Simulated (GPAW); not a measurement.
# GaN (F-43m) in GPAW: notebook

One crystal, GaN, is run at these levels: PBE, BHandHLYP; tasks: single point.

Everything below comes from runs of GPAW 26.7.0. Logs are shortened: lines on timing, memory, paths and dates and some standing lists are left out, and cuts for length are marked. The log counts tension as positive stress, the text compression.

**Measured values to compare with.**

A printed reference work, textbook reports, for a bulk crystal of GaN at 0 K: band gap 3.299 eV (direct).

How close the calculation comes is told below.

## 1. The crystal as given

Symmetry: F-43m, No. 216, cubic system. The conventional cell has a = 4.507 Å, b = 4.507 Å, c = 4.507 Å, α = 90.00°, β = 90.00°, γ = 90.00°. Ga (site symmetry -43m) has 4 N at 1.95 Å as nearest neighbours. N (site symmetry -43m) has 4 Ga at 1.95 Å as nearest neighbours.

The cell is a database's computed one.

## 2. Single point, PBE

Input file run.py:

```python
from ase.dft.bandgap import bandgap
from ase.io import write
from ase.spacegroup import crystal
from ase.units import GPa
from gpaw import GPAW, PW

# Ga 4a
# N 4d
atoms = crystal(['Ga', 'N'],
                basis=[[0.0, 0.0, 0.0],
                       [0.25, 0.25, 0.75]],
                spacegroup=216, setting=1,  # F-43m
                cellpar=[4.50700122, 4.50700122, 4.50700122, 90.0, 90.0, 90.0],
                primitive_cell=True)

calc = GPAW(mode=PW(1200),
            xc='PBE',
            kpts={'size': (10, 10, 10), 'gamma': True},
            occupations={'name': 'fermi-dirac', 'width': 0.05},
            nbands=11,
            convergence={'density': 1e-05, 'energy': 1e-05},
            maxiter=50,
            txt='gpaw.txt')
atoms.calc = calc
energy = atoms.get_potential_energy()
forces = atoms.get_forces()
stress = atoms.get_stress()
calc.write('gs.gpw')
write('result.traj', atoms)
print(f'Energy: {energy:.6f} eV')
print('Forces (eV/A):')
print(forces.round(4))
print('Stress (GPa):', (stress / GPa).round(3))
print('Fermi level:', round(calc.get_fermi_level(), 4), 'eV')
print(f'Gap: {bandgap(calc)[0]:.4f} eV, direct: {bandgap(calc, direct=True)[0]:.4f} eV')
```

Potentials or basis: GPAW PAW data sets (gpaw-data 1.2.1), pw.

Launch:

```console
> OMP_NUM_THREADS=1 python run.py
```

gpaw.txt:

```text
__  _  _
 | _ |_)|_||  |
 |__||  | ||/\| - 26.7.0

Input parameters:
  mode=PW(ecut=1200.0),
  convergence={'density': 1e-05, 'energy': 1e-05},
  kpts=MonkhorstPack(size=(10, 10, 10), gamma=True),
  maxiter=50,
  nbands=11,
  occupations=Occupations(name='fermi-dirac', width=0.05),
  xc=XC(name='PBE')

Diagonalizing LCAO Hamiltonian
Converting LCAO to pw mode

                  N

       Ga

Atoms  # Å, Bohr magnetons
|   | symbol |        x |        y |        z |    initial magnetic moments |
|---|--------|----------|----------|----------|-----------------------------|
| 0 |     Ga | 0.000000 | 0.000000 | 0.000000 | ( 0.0000,  0.0000,  0.0000) |
| 1 |      N | 3.380251 | 3.380251 | 3.380251 | ( 0.0000,  0.0000,  0.0000) |

Unit cell  # Å
| periodic |        x |        y |        z |  lengths |    angles |
|----------|----------|----------|----------|----------|-----------|
|      yes | 0.000000 | 2.253501 | 2.253501 | 3.186931 | 60.000000 |
|      yes | 2.253501 | 0.000000 | 2.253501 | 3.186931 | 60.000000 |
|      yes | 2.253501 | 2.253501 | 0.000000 | 3.186931 | 60.000000 |

Number of symmetries: 24
Symmetry operations  # r_c * U_cc + t_c -> r_c
|    | kind |            matrix            |
|----|------|------------------------------|
|  0 |  E   |  1, 0, 0,  0, 1, 0,  0, 0, 1 |
|  1 |  σ   |  1, 0, 0,  0, 0, 1,  0, 1, 0 |
|  2 |  σ   |  1, 0,-1,  0, 1,-1,  0, 0,-1 |
|  3 |  C3  |  1, 0,-1,  0, 0,-1,  0, 1,-1 |
|  4 |  C3  |  1,-1, 0,  0,-1, 1,  0,-1, 0 |
|  5 |  σ   |  1,-1, 0,  0,-1, 0,  0,-1, 1 |
|  6 |  σ   |  0, 1, 0,  1, 0, 0,  0, 0, 1 |
|  7 |  C3  |  0, 1, 0,  0, 0, 1,  1, 0, 0 |
|  8 |  C2  |  0, 1,-1,  1, 0,-1,  0, 0,-1 |
|  9 |  S4  |  0, 1,-1,  0, 0,-1,  1, 0,-1 |
| 10 |  C3  |  0, 0, 1,  1, 0, 0,  0, 1, 0 |
| 11 |  σ   |  0, 0, 1,  0, 1, 0,  1, 0, 0 |
| 12 |  S4  |  0, 0,-1,  1, 0,-1,  0, 1,-1 |
| 13 |  C3  |  0, 0,-1,  0, 1,-1,  1, 0,-1 |
| 14 |  S4  |  0,-1, 1,  1,-1, 0,  0,-1, 0 |
| 15 |  C2  |  0,-1, 1,  0,-1, 0,  1,-1, 0 |
| 16 |  C3  |  0,-1, 0,  1,-1, 0,  0,-1, 1 |
| 17 |  S4  |  0,-1, 0,  0,-1, 1,  1,-1, 0 |
| 18 |  S4  | -1, 1, 0, -1, 0, 1, -1, 0, 0 |
| 19 |  C3  | -1, 1, 0, -1, 0, 0, -1, 0, 1 |
| 20 |  C3  | -1, 0, 1, -1, 1, 0, -1, 0, 0 |
| 21 |  S4  | -1, 0, 1, -1, 0, 0, -1, 1, 0 |
| 22 |  σ   | -1, 0, 0, -1, 1, 0, -1, 0, 1 |
| 23 |  C2  | -1, 0, 0, -1, 0, 1, -1, 1, 0 |

BZ-sampling:
  Number of BZ points: 1000
  Number of IBZ points: 47

  Monkhorst-Pack size: [10, 10, 10]
  Monkhorst-Pack shift: [0.05, 0.05, 0.05]

K-points  # in reciprocal-cell coordinates
|     |                                coordinates |     weight |
|-----|--------------------------------------------|------------|
|   0 | (  0.00000000,   0.00000000,   0.00000000) | 0.00100000 |
|   1 | (  0.10000000,   0.10000000,   0.00000000) | 0.00600000 |
|   2 | (  0.10000000,   0.10000000,   0.10000000) | 0.00800000 |
|   3 | (  0.20000000,   0.10000000,   0.10000000) | 0.01200000 |
|   4 | (  0.20000000,   0.20000000,   0.00000000) | 0.00600000 |
|   5 | (  0.20000000,   0.20000000,   0.10000000) | 0.02400000 |
|   6 | (  0.20000000,   0.20000000,   0.20000000) | 0.00800000 |
|   7 | (  0.30000000,   0.20000000,   0.10000000) | 0.02400000 |
|   8 | (  0.30000000,   0.20000000,   0.20000000) | 0.02400000 |
|   9 | (  0.30000000,   0.30000000,   0.00000000) | 0.00600000 |
| ... |                                            |            |
|  46 | (  0.50000000,   0.50000000,   0.50000000) | 0.00400000 |

Plane wave coefficients: 2200
Cutoff: 1200.0 eV

Spin-components: 1 (collinear spins)
Bands:           11
Projectors:      10
Spin-degeneracy: 2
Datatype:        complex128

Parallelization:
  kpt:    1
  domain: 1
  band:   1

Density:
  Valence electrons: 8.0
  Components: 1
  Grid points: [27 27 27]
  Charge: 0.0  # |e|

Potential:
  Grid points: [27 27 27]

species:
  Ga:
    name:    Gallium
    Z:       31.0
    valence: 3
    core:    28
    charge:  0.0  # [|e|]
    compensation charges:
      type: gauss
      rc: 0.37  # [Å]
      lmax: 2
    cutoffs:
      filter: 2.06  # [Å]
      core: 4.17  # [Å]
    projectors
    | kind |    occ | energy [eV] | rcut [Å] |
    |------|--------|-------------|----------|
    |   4s |  2.000 |      -8.945 |    1.164 |
    |   4p |  1.000 |      -2.580 |    1.164 |
    |    s |        |      18.266 |    1.164 |
    |    p |        |      24.631 |    1.164 |
    |    d |        |       0.000 |    1.164 |

    Using partial waves for Ga as LCAO basis

  N:
    name:    Nitrogen
    Z:       7.0
    valence: 5
    core:    2
    charge:  0.0  # [|e|]
    compensation charges:
      type: gauss
      rc: 0.18  # [Å]
      lmax: 2
    cutoffs:
      filter: 1.11  # [Å]
      core: 0.96  # [Å]
    projectors
    | kind |    occ | energy [eV] | rcut [Å] |
    |------|--------|-------------|----------|
    |   2s |  2.000 |     -18.583 |    0.603 |
    |   2p |  3.000 |      -7.089 |    0.529 |
    |    s |        |       8.629 |    0.603 |
    |    p |        |      20.123 |    0.529 |
    |    d |        |       0.000 |    0.577 |

    Using partial waves for N as LCAO basis

Reference energy: -54366.393033  # eV

eigensolver:
  PPCG
  Converge bands: occupied
  niter=2

density mixing:
  MSR1-Mixer
  Pratt-step length: 0.05
  Maximum mixing coefficient: 0.75
  Old densities: 10
  SVD Regularization: 0.005
  Good broyden scale: 1.0
  Trust region scale: 1.0
  Backstep threshold: 4.0
  History deletion threshold: 6.0
  Fourier metric: weight=20.0, sigma=0.015

occupation numbers:
  Fermi-Dirac:
    width: 0.0500  # eV

poisson solver:
  ecut: 9600.0  # eV

xc functional:
  name: PBE with 2 nearest neighbor stencil

convergence criteria:
- Maximum integral of absolute [dens]ity change: 1e-05 electrons / valence electron
- Maximum [total energy] change in last 3 cyles: 1e-05 eV / valence electron
- Maximum integral of absolute [eigenst]ate change: 4e-08 eV^2 / valence electron
maximum number of iterations: 50

SCF iterations
|iter     | |      energy | eigst |  dens |
|---------|-|-------------|-------|-------|
|iter:   1| |  -13.913201 | +0.15 |       |
|iter:   2| |  -13.418770 | -1.93 | -0.57 |
|iter:   3| |  -12.093530 | -0.69 | -0.62 |
|iter:   4| |  -12.092809 | -3.16 | -1.29 |
|iter:   5| |  -12.093901 | -3.45 | -1.56 |
|iter:   6| |  -12.093922 | -5.58 | -2.85 |
|iter:   7| |  -12.093934c| -6.17 | -3.17 |
|iter:   8| |  -12.093934c| -8.22c| -4.36 |
|iter:   9| |  -12.093934c| -7.95c| -4.84 |
|iter:  10| |  -12.093934c| -9.30c| -5.96c|

Converged in 10 steps
Energy contributions relative to reference atoms: (reference = -54366.393033)

Energy contributions:
  Kinetic:          34.233372
  Coulomb:         -30.189704
  Zero:              0.187462
  External:          0.000000
  Xc:              -16.325063
  Entropy:          -0.000000
  Spinorbit:         0.000000
  ----------------------------
  Free energy:     -12.093934
  Extrapolated:    -12.093934

dipole moment: (-10.188860, -10.188860, -10.188860)  # |e|*Ang

Fermi level: 7.313
Eigenvalues  # (at kpt = [0.000, 0.000, 0.000])
| band index |      eig [eV] | occ [0-2] |
|------------|---------------|-----------|
|          0 |        -9.463 |     2.000 |
|          1 |         6.391 |     2.000 |
|          2 |         6.391 |     2.000 |
|          3 |         6.391 |     2.000 |
|          4 |         8.228 |     0.000 |
|          5 |        16.799 |     0.000 |
|          6 |        16.799 |     0.000 |
|          7 |        16.799 |     0.000 |
|          8 |        24.088 |     0.000 |
|          9 |        24.815 |     0.000 |
|         10 |        24.833 |     0.000 |

Gap: 1.837 eV
Transition (v -> c):
  (s=0, k=0, n=3, [0.00, 0.00, 0.00]) -> (s=0, k=0, n=4, [0.00, 0.00, 0.00])
No difference between direct/indirect transitions

Forces  # eV/Ang
|        x |        y |        z |
|----------|----------|----------|
| -0.00000 | -0.00000 | -0.00000 |  # Ga   0
|  0.00000 |  0.00000 |  0.00000 |  # N    1

Stress tensor  # eV/Ang^3
|         x |         y |         z |
|-----------|-----------|-----------|
| -0.081808 | -0.000000 | -0.000000 |
| -0.000000 | -0.081808 |  0.000000 |
| -0.000000 |  0.000000 | -0.081808 |

# Writing to gs.gpw (mode='')
```

Wall time 19 s (1 thread of Arm Neoverse V2, shared host); peak memory 0.18 GiB.

Results:

```
Free energy            : -12.0939 eV
Pressure               : 13.1 GPa
Band gap on the k mesh : 1.84 eV, direct
```

 PBE gaps usually lie below the measured ones, often by a third to a half.

(Continued in part 2 of 2.)
